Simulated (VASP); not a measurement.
# C (P6_3/mmc) in VASP: further runs

Aim: see how the results for C move with the level of theory and the settings. Levels: SCAN+rVV10, r2SCAN, r2SCAN+rVV10. Tasks: single point.

All numbers are computed with VASP 6.6.1; they aren't measurements. Logs are shortened: lines on timing, memory, paths and dates and some standing lists are left out, and cuts for length are marked.

### 1 Starting point

It takes space group P6_3/mmc (No. 194, hexagonal). The conventional cell has a = 2.461 Å, b = 2.461 Å, c = 6.708 Å, α = 90.00°, β = 90.00°, γ = 120.00°. C (site symmetry -6m2) is surrounded by 3 C at 1.42 Å. C (site symmetry -6m2) has 3 C at 1.42 Å as nearest neighbours.

The cell was built by a generator and needn't be a form met in nature.

### 2 Single point, SCAN+rVV10

The input, INCAR:

```
SYSTEM = C
  ALGO = Normal
  BPARAM = 15.7
  CPARAM = 0.0093
  EDIFF = 1E-6
  ENCUT = 520
  ISIF = 2
  ISMEAR = -1
  IVDW_NL = 2
  LASPH = .True.
  LCHARG = .False.
  LMIXTAU = .True.
  LREAL = .False.
  LUSE_VDW = .True.
  LWAVE = .False.
  METAGGA = SCAN
  NBANDS = 16
  NELM = 100
  PREC = Accurate
  SIGMA = 0.05
```

The input, KPOINTS:

```
k-points
0
Gamma
  16 16 4
  0 0 0
```

The input, POSCAR:

```
C
1.0
    2.4610000000      0.0000000000      0.0000000000
   -1.2305000000      2.1312885187      0.0000000000
    0.0000000000      0.0000000000      6.7080000000
C
4
Direct
    0.0000000000      0.0000000000      0.2500000000
    0.3333333333      0.6666666667      0.2500000000
    0.0000000000      0.0000000000      0.7500000000
    0.6666666667      0.3333333333      0.7500000000
```

Potentials or basis: VASP PAW PBE potentials, release 64 (C).

Run with:

```bash
> cat potpaw_PBE.64/C/POTCAR > POTCAR
> mpirun -np 1 vasp_std > vasp.out
```

OUTCAR:

```text
SYSTEM = C
   BPARAM = 15.7
   EDIFF = 1E-6
   ENCUT = 520
   ISIF = 2
   ISMEAR = -1
   IVDW_NL = 2
   LASPH = .True.
   LREAL = .False.
   METAGGA = SCAN
   NELM = 100
   PREC = Accurate

 ion  position               nearest neighbor table
   1  0.000  0.000  0.250-   2 1.42   2 1.42   2 1.42
   2  0.333  0.667  0.250-   1 1.42   1 1.42   1 1.42
   3  0.000  0.000  0.750-   4 1.42   4 1.42   4 1.42
   4  0.667  0.333  0.750-   3 1.42   3 1.42   3 1.42

  LATTYP: Found a hexagonal cell.
 ALAT       =     2.4610000000
 C/A-ratio  =     2.7257212515

  Lattice vectors:

 A1 = (   2.4610000000,   0.0000000000,   0.0000000000)
 A2 = (  -1.2305000000,   2.1312885187,   0.0000000000)
 A3 = (   0.0000000000,   0.0000000000,   6.7080000000)

Analysis of symmetry for initial positions (statically):
=====================================================================
 Subroutine PRICEL returns:
 Original cell was already a primitive cell.

 Routine SETGRP: Setting up the symmetry group for a
 hexagonal supercell.

 Subroutine GETGRP returns: Found 24 space group operations
 (whereof 12 operations were pure point group operations)
 out of a pool of 24 trial point group operations.

The static configuration has the point symmetry D_3d.
 The point group associated with its full space group is D_6h.

Analysis of symmetry for dynamics (positions and initial velocities):
=====================================================================
 Subroutine PRICEL returns:
 Original cell was already a primitive cell.

 Routine SETGRP: Setting up the symmetry group for a
 hexagonal supercell.

 Subroutine GETGRP returns: Found 24 space group operations
 (whereof 12 operations were pure point group operations)
 out of a pool of 24 trial point group operations.

The dynamic configuration has the point symmetry D_3d.
 The point group associated with its full space group is D_6h.

 Subroutine INISYM returns: Found 24 space group operations
 (whereof 12 operations are pure point group operations),
 and found     1 'primitive' translations

----------------------------------------------------------------------------------------

                                     Primitive cell

  volume of cell :      35.1841

  direct lattice vectors                    reciprocal lattice vectors
     2.461000000  0.000000000  0.000000000     0.406338887  0.234599866  0.000000000
    -1.230500000  2.131288519  0.000000000     0.000000000  0.469199731  0.000000000
     0.000000000  0.000000000  6.708000000     0.000000000  0.000000000  0.149075730

  length of vectors
     2.461000000  2.461000000  6.708000000     0.469199731  0.469199731  0.149075730

  position of ions in fractional coordinates (direct lattice)
     0.000000000  0.000000000  0.250000000
     0.333333333  0.666666667  0.250000000
     0.000000000  0.000000000  0.750000000
     0.666666667  0.333333333  0.750000000

  ion indices of the primitive-cell ions
   primitive index   ion index
                 1           1
                 2           2
                 3           3
                 4           4

----------------------------------------------------------------------------------------

 KPOINTS: k-points

Automatic generation of k-mesh.
 Grid dimensions read from file:
 generate k-points for:   16   16    4

 Generating k-lattice:

  Cartesian coordinates                     Fractional coordinates (reciprocal lattice)
     0.025396180  0.014662492  0.000000000     0.062500000  0.000000000  0.000000000
     0.000000000  0.029324983  0.000000000     0.000000000  0.062500000  0.000000000
     0.000000000  0.000000000  0.037268933     0.000000000  0.000000000  0.250000000

  Length of vectors
     0.029324983  0.029324983  0.037268933

  Shift w.r.t. Gamma in fractional coordinates (k-lattice)
     0.000000000  0.000000000  0.000000000

 Subroutine IBZKPT returns following result:
 ===========================================

 Found     90 irreducible k-points:

 Following reciprocal coordinates:
            Coordinates               Weight
  0.000000  0.000000  0.000000      1.000000
  0.062500  0.000000  0.000000      6.000000
  0.125000  0.000000  0.000000      6.000000
  0.187500 -0.000000  0.000000      6.000000
  0.250000  0.000000  0.000000      6.000000
  0.312500  0.000000  0.000000      6.000000
[... 16 lines left out ...]
  0.187500  0.187500  0.000000      6.000000
  0.250000  0.187500  0.000000     12.000000
 [... further k-points ...]
   k-points           NKPTS =     90   k-points in BZ     NKDIM =     90   number of bands    NBANDS=     16
   number of dos      NEDOS =    301   number of ions     NIONS =      4
   total plane-waves  NPLWV =  16200
   dimension x,y,z NGX =    18 NGY =   18 NGZ =   50
   dimension x,y,z NGXF=    36 NGYF=   36 NGZF=  100
   ions per type =               4
   NGX,Y,Z   is equivalent  to a cutoff of  12.16, 12.16, 12.39 a.u.
   NGXF,Y,Z  is equivalent  to a cutoff of  24.32, 24.32, 24.78 a.u.
 SYSTEM =  C
   PREC   = accura    normal or accurate (medium, high low for compatibility)
   ISTART =      0    job   : 0-new  1-cont  2-samecut
   ICHARG =      2    charge: 1-file 2-atom 10-const
   ISPIN  =      1    spin polarized calculation?
   LNONCOLLINEAR =      F non collinear calculations
   LSORBIT =      F    spin-orbit coupling
   LASPH  =      T    aspherical Exc in radial PAW
   ENCUT  =  520.0 eV  38.22 Ry    6.18 a.u.   4.58  4.58 12.47*2*pi/ulx,y,z
   NELM   =    100;   NELMIN=  2; NELMDL= -5     # of ELM steps
   EDIFF  = 0.1E-05   stopping-criterion for ELM
   LREAL  =      F    real-space projection
[... 7 lines left out ...]
   TEBEG  =    0.0;   TEEND  =   0.0 temperature during run
   PSTRESS=    0.0 pullay stress
   NELECT =      16.0000    total number of electrons
   NUPDOWN=      -1.0000    fix difference up-down
   EMIN   =  10.00;   EMAX   =-10.00  energy-range for DOS
   EFERMI =   0.00;   METHOD = LEGACY
   ISMEAR =    -1;   SIGMA  =   0.05  broadening in eV -4-tet -1-fermi 0-gaus
   EFERMI_NEDOS =   21; number of points for ismear=-14 and -15
   IALGO  =     38    algorithm
   IMIX   =      4    mixing-type and parameters
     AMIX     =   0.40;   BMIX     =  1.00
     AMIX_MAG =   1.60;   BMIX_MAG =  1.00
  volume/ion in A,a.u.               =       8.80        59.36
  Fermi-wavevector in a.u.,A,eV,Ry     =   1.258923  2.379020 21.563700  1.584887
  Thomas-Fermi vector in A             =   2.392508
   LORBIT       =      0    0 simple, 1 ext, 2 COOP (PROOUT), +10 PAW based schemes
   METAGGA = SCAN    functional components
   LHFCALC =     F    Hartree Fock is set to
   AEXX    =    0.0000 exact exchange contribution
   IVDW_NL    =     2    kernel type
   BPARAM     =15.7000
   IVDW    =     0    specifies the selected vdW correction
   LEPSILON=     F    determine dielectric tensor
   LRPA    =     F    only Hartree local field effects (RPA)
 non-spin polarized calculation
  energy-cutoff  :      520.00
  volume of cell :       35.18
 maximum number of plane-waves:       979
   NGX =  9   NGY =  9   NGZ = 25

 number of electron      15.9999994 magnetization

 Free energy of the ion-electron system (eV)
  ---------------------------------------------------
  ext. energy  EPLUGINS =         0.00000000
  ---------------------------------------------------
  free energy    TOTEN  =       -40.16290112 eV

  energy without entropy =      -40.16286941  energy(sigma->0) =      -40.16288527

 E-fermi :   4.7370     XC(G=0): -11.1581

 val. band max:        4.4461173117   @ k =   0.3125   0.3125   0.0000
 cond. band min:       5.0326130150   @ k =   0.3125   0.3125   0.0000
 fundamental gap:      0.5864957033
 Fermi energy:         4.7370008716

 k-point     1 :       0.0000    0.0000    0.0000
  band No.  band energies     occupation
      1     -16.1678      2.00000
      2     -15.8656      2.00000
      3      -4.3292      2.00000
      4      -2.2657      2.00000
      5       1.3235      2.00000
      6       1.3235      2.00000
[... 8 lines left out ...]
     15      17.0414      0.00000
     16      17.2783      0.00000

 k-point     2 :       0.0625    0.0000    0.0000
  band No.  band energies     occupation
      1     -16.0698      2.00000
      2     -15.7693      2.00000
      3      -4.2101      2.00000
      4      -2.1536      2.00000
      5       0.9280      2.00000
      6       0.9570      2.00000
[... 8 lines left out ...]
     15      16.6659      0.00000
     16      16.9270      0.00000

 k-point     3 :       0.1250    0.0000    0.0000
  band No.  band energies     occupation
      1     -15.7763      2.00000
      2     -15.4807      2.00000
      3      -3.8543      2.00000
      4      -1.8192      2.00000
      5      -0.1361      2.00000
      6      -0.0860      2.00000
[... 8 lines left out ...]
     15      15.8316      0.00000
     16      16.0066      0.00000

 k-point     4 :       0.1875   -0.0000    0.0000
  band No.  band energies     occupation
      1     -15.2893      2.00000
      2     -15.0018      2.00000
      3      -3.2660      2.00000
      4      -1.6227      2.00000
      5      -1.5472      2.00000
      6      -1.2694      2.00000
[... 8 lines left out ...]
     15      16.8380      0.00000
     16      16.8918      0.00000
[... 324 lines left out ...]
 k-point    22 :       0.4375    0.1250    0.0000
  band No.  band energies     occupation
      1     -10.3658      2.00000
      2     -10.2550      2.00000
      3      -9.1171      2.00000
      4      -9.0365      2.00000
      5      -3.3576      2.00000
      6      -3.2727      2.00000
[... 8 lines left out ...]
     15      18.3137      0.00000
     16      18.5698      0.00000

 k-point    23 :       0.1875    0.1875    0.0000
  band No.  band energies     occupation
      1     -13.5631      2.00000
      2     -13.3047      2.00000
      3      -4.4602      2.00000
      4      -4.3978      2.00000
      5      -2.8451      2.00000
      6      -2.7989      2.00000
[... 8 lines left out ...]
     15      17.1859      0.00000
     16      17.4293      0.00000

 k-point    24 :       0.2500    0.1875    0.0000
  band No.  band energies     occupation
      1     -12.6274      2.00000
      2     -12.3852      2.00000
      3      -5.7631      2.00000
      4      -5.6643      2.00000
      5      -3.7028      2.00000
      6      -3.6315      2.00000
[... 8 lines left out ...]
     15      17.8707      0.00000
     16      18.7539      0.00000

 [... further k-points ...]
[... 5 lines left out ...]
  --------------------------------------------------------------------------------------
  -------------------------------------------------------------------------------------
  Total       -0.9292809     -0.9292809     -0.0173113      0.0000000      0.0000000      0.0000000
  in kB      -42.3165900    -42.3165900     -0.7883036      0.0000000      0.0000000      0.0000000
  external PRESSURE =     -28.4738279 kB  Pullay stress =       0.0000000 kB

 VOLUME and BASIS-vectors are now :
 -----------------------------------------------------------------------------
  energy-cutoff  :      520.00
  volume of cell :       35.18
      direct lattice vectors                 reciprocal lattice vectors
     2.461000000  0.000000000  0.000000000     0.406338887  0.234599866  0.000000000
    -1.230500000  2.131288519  0.000000000     0.000000000  0.469199731  0.000000000
     0.000000000  0.000000000  6.708000000     0.000000000  0.000000000  0.149075730

 POSITION                                       TOTAL-FORCE (eV/Angst)
 -----------------------------------------------------------------------------------
      0.00000      0.00000      1.67700        -0.000000      0.000000      0.000000
     -0.00000      1.42086      1.67700        -0.000000      0.000000      0.000000
      0.00000      0.00000      5.03100         0.000000     -0.000000     -0.000000
      1.23050      0.71043      5.03100         0.000000     -0.000000     -0.000000
 -----------------------------------------------------------------------------------
    total drift:                                0.000000     -0.000000      0.000000

  FREE ENERGIE OF THE ION-ELECTRON SYSTEM (eV)
  ---------------------------------------------------
  free  energy   TOTEN  =       -40.1629011178 eV

  energy  without entropy=      -40.1628694139  energy(sigma->0) =      -40.16288527
```

Run time: 3.1 min. Hardware: 1 thread of Intel Xeon Platinum 8488C (Sapphire Rapids), shared host; peak memory 0.24 GiB.

Results:

```yaml
Free_energy: -40.1629 eV
Pressure: -2.8 GPa
Band_gap_on_the_k_mesh: 0.59 eV, direct
```

Stress tensor (GPa, compression positive):
```
-4.23  0.00  0.00
 0.00 -4.23  0.00
 0.00  0.00 -0.08
```

Levels at points of the mesh, in eV from the valence-band top:
```
           k point  band 5  band 6  band 7  band 8  band 9  band 10  band 11  band 12
(0.00, 0.00, 0.00)   -3.12   -3.12   -3.10   -3.10    4.42     9.11     9.11     9.17
(0.50, 0.00, 0.00)   -6.63   -6.57   -2.70   -1.98    1.82     2.56     7.82     8.25
(0.00, 0.00, 0.50)   -3.11   -3.11   -3.11   -3.11    7.20     7.20     9.14     9.14
(0.50, 0.00, 0.50)   -6.60   -6.60   -2.27   -2.27    1.97     1.97     8.03     8.03
```

Caveat: the PAW data sets were made with another functional, which shifts forces and pressure a little. A k mesh can miss the band edges.

[end of part 1 of 2]
